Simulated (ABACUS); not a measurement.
Crystal: Fe.

```
Fe
1.0
    -1.44300    1.44300    1.44300
     1.44300   -1.44300    1.44300
     1.44300    1.44300   -1.44300
Fe
1
Direct
  0.00000 0.00000 0.00000
```

Base run:

| Item | Value |
| --- | --- |
| Program | ABACUS 3.10.1 |
| Functional | B86bPBE |
| Potentials or basis | SG15 ONCV 1.2 PBE |
| Cutoff | 1225 eV |
| Density cutoff | 4898 eV |
| Basis | plane waves |
| k mesh | 10 × 10 × 10 |
| Occupations | fermi-dirac, width 0.05 eV |
| Spin | collinear spin, ferromagnetic start |
| Starting moments | [3.0] μB |

Its results: band gap on the k mesh none (metal or under the smearing width); pressure -7.0 GPa; net moment 2.29 μB per cell.

**Question.** After a change of settings the same cell gave: band gap on the k mesh none (metal or under the smearing width); pressure -1.5 GPa; net moment 2.79 μB per cell. Which change was it?
A. functional from B86bPBE to RPBE; potentials or basis from SG15 ONCV 1.2 PBE to GBRV ultrasoft 1.5 PBE; cutoff from 1225 eV to 544 eV; density cutoff from 4898 eV to 4354 eV
B. functional from B86bPBE to rSCAN; cutoff from 1225 eV to 1415 eV; density cutoff from 4898 eV to 5660 eV; k mesh from 10 × 10 × 10 to 8 × 8 × 8
C. functional from B86bPBE to OLYP; potentials or basis from SG15 ONCV 1.2 PBE to PseudoDojo NC SR 0.5 PBE stringent; cutoff from 1225 eV to 1619 eV; density cutoff from 4898 eV to 6476 eV

**Answer.** B.

Caveats: some runs use coarse meshes; the potentials were made for another functional, which shifts forces and pressure.
